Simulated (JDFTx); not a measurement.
Set up this calculation in JDFTx 1.7.0 (patched build), as the native input.

| Property | Result |
| --- | --- |
| Task | single point |
| Functional | PBE |
| Potentials or basis | PseudoDojo-SR-PBE-0.5-standard |
| Cutoff | 1116 eV |
| Density cutoff | 8925 eV |
| k mesh | 11 × 11 × 11 |
| Occupations | fermi-dirac, width 0.05 eV |
| Spin | no spin polarisation |
| Bands | 25 |
| Density cutoff over wavefunction cutoff | 8 |
| Max SCF steps | 100 |
| SCF threshold on the energy | 1e-09 Ha |
| Solver of the electrons | scf |
| Further solve for the empty bands | yes |

The system is NbP.

```xyz
4
Lattice="-1.6749 1.6749 5.7401 1.6749 -1.6749 5.7401 1.6749 1.6749 -5.7401" Properties=species:S:1:pos:R:3 pbc="T T T"
Nb    1.6749    0.0000    2.8687
Nb    0.0000    0.0000    5.7387
P     0.0000    1.6749    3.8200
P     0.0000    0.0000    0.9500
```

The cell is a database's computed one.

The input as run:

NbP.in

```
lattice \
   -3.1651462306     3.1651462306     3.1651462306 \
    3.1651462306    -3.1651462306     3.1651462306 \
   10.8472323782    10.8472323782   -10.8472323782
coords-type Lattice
ion Nb     0.2498808000     0.7498808000     0.5000000000 1
ion Nb     0.4998808000     0.4998808000     0.0000000000 1
ion P      0.8327477700     0.3327477700     0.5000000000 1
ion P      0.0827477700     0.0827477700     0.0000000000 1

ion-species pseudo/Nb.upf
ion-species pseudo/P.upf
elec-cutoff 41 328
elec-ex-corr gga-PBE
kpoint-folding 11 11 11
elec-smearing Fermi 0.0018374661
elec-n-bands 25
electronic-SCF nIterations 100 energyDiffThreshold 1e-09
electronic-minimize nIterations 30 energyDiffThreshold 1e-7
converge-empty-states yes
forces-output-coords Cartesian

dump-name run.$VAR
dump End Ecomponents EigStats BandEigs Kpoints Forces Stress ElecDensity Dtot KEdensity
```

Potentials or basis: PseudoDojo-SR-PBE-0.5-standard.

Run with:

```sh
$ jdftx -c 1 -i NbP.in -o NbP.out
```

It gave:

- Pressure: -1.0 GPa
- Largest force: 0.016 eV/Å
- Band gap on the k mesh: none (metal or under the smearing width)

Caveat: the empty levels aren't tightly converged.

Wall time 39 min on 1 thread of Arm Neoverse V2, with other jobs on the host, peak memory 1.2 GiB.
